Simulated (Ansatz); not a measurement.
**MnF₂**

Level of theory: DFT, PBE with spin–orbit coupling, two-component spinors; plane waves to 420 eV with PAW datasets (Ansatz 0.2.0), 6×6×8 k-mesh, Gaussian smearing of 0.05 eV; PAW files: Ansatz's generated set soft_2.

```xyz
6
Lattice="4.9497 0.0000 0.0000 0.0000 4.9497 0.0000 0.0000 0.0000 3.3390" Properties=species:S:1:pos:R:3 pbc="T T T"
Mn    0.0000    0.0000    0.0000
Mn    2.4749    2.4749    1.6695
F     1.5103    1.5103    0.0000
F     0.9646    3.9851    1.6695
F     3.4394    3.4394    0.0000
F     3.9851    0.9646    1.6695
```

The chain of runs began from a cell as deposited in COD, expanded in volume.

Magnetic state: ferromagnetic, site spin moments Mn 4.32; F 0.41 μB, along [001] (Cartesian), which lowers the symmetry.

**Question.** Which orbitals make up the states within about 0.6 eV of each band edge?

**Answer.** Valence edge: Mn 3d 72 %, F 2p 27 %. Conduction edge: Mn 4s 76 %, F 2s 17 %. Shares are among the projected shells; the gap is 1.18 eV.

Density of states (tetrahedra, averaged over 0.4 eV; states/eV per cell of 6 atoms; energy in eV from the Fermi level; projections on Löwdin-orthogonalised atomic orbitals, summed over sites):

```
    E  total  Mn 3d  F 2p  Mn 4s  F 2s
-5.65    7.0    0.4   6.5    0.0   0.0
-5.25    9.9    0.2   9.6    0.0   0.0
-4.85    1.7    0.0   1.7    0.0   0.0
-4.45    0.0    0.0   0.0    0.0   0.0
-4.05    0.0    0.0   0.0    0.0   0.0
-3.65    0.0    0.0   0.0    0.0   0.0
-3.25    0.0    0.0   0.0    0.0   0.0
-2.85    6.4    6.2   0.2    0.0   0.0
-2.45    8.2    7.4   0.8    0.0   0.0
-2.05    2.5    2.1   0.2    0.0   0.1
-1.65    2.5    2.1   0.4    0.0   0.1
-1.25    3.7    2.8   0.9    0.0   0.0
-0.85    1.7    1.2   0.5    0.0   0.0
-0.45    0.0    0.0   0.0    0.0   0.0
-0.05    0.0    0.0   0.0    0.0   0.0
 0.35    0.0    0.0   0.0    0.0   0.0
 0.75    0.0    0.0   0.0    0.0   0.0
 1.15    0.1    0.0   0.0    0.1   0.0
 1.55    6.5    6.1   0.1    0.1   0.0
 1.95    8.8    8.3   0.3    0.2   0.0
 2.35    4.4    3.7   0.2    0.4   0.2
 2.75    4.3    3.5   0.4    0.3   0.1
 3.15    2.2    1.6   0.3    0.3   0.0
 3.55    0.7    0.2   0.1    0.4   0.0
 3.95    0.7    0.1   0.1    0.5   0.0
 4.35    0.8    0.0   0.1    0.6   0.0
 4.75    0.9    0.0   0.1    0.6   0.0
 5.15    1.1    0.0   0.1    0.7   0.0
```

Semilocal functionals underestimate band gaps, commonly by a third or more. Site moments are of spin, integrated over Gaussian weights of 0.5 Å, which gives about a tenth less on f atoms than spheres do. No antiparallel order was tried. The relaxed cell is 4 % larger in volume than the cell of this structure in the Crystallography Open Database (13.11 Å³/atom, 1971).
